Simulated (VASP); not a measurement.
A run of VASP 6.6.1:

The input INCAR:

```
PREC = Accurate
ENCUT = 600
EDIFF = 1E-8
ISMEAR = 0
SIGMA = 0.03
LREAL = False
LASPH = True
NELM = 80
ALGO = Normal
ISIF = 2
LWAVE = False
LCHARG = False
GGA = CA
LEPSILON = True
KPAR = 2
```

File KPOINTS:

```
regular mesh
0
Gamma
  15 15 7
```

POSCAR

```
SnSe2                                   
1.0
    3.8042185407     -0.0000000000     -0.0000000000
   -1.9021092703      3.2945498977     -0.0000000000
   -0.0000000000     -0.0000000000      5.8918053695
  Sn              Se            
     1     2
Direct
     0.0000000000000000    0.0000000000000000    1.0000000000000000
     0.3333333332999970    0.6666666667000030    0.2678432931519713
     0.6666666667000030    0.3333333332999970    0.7321567068480288
```

Potentials or basis: VASP PAW LDA potentials, release 64 (Sn_d, Se).

Launch:

```sh
$ cat potpaw_LDA.64/Sn_d/POTCAR potpaw_LDA.64/Se/POTCAR > POTCAR
$ mpirun -np 2 vasp_std > vasp.out
```

Hardware: 2 MPI ranks on AMD EPYC 9R14 (Zen 4) (shared host).

**Question.** Estimate the wall time of this run.

**Answer.** Run time: 18 min on 2 MPI ranks on AMD EPYC 9R14 (Zen 4), with other jobs on the host, peak memory 1.4 GiB a rank. Counts: scf iterations 151, k points 165.
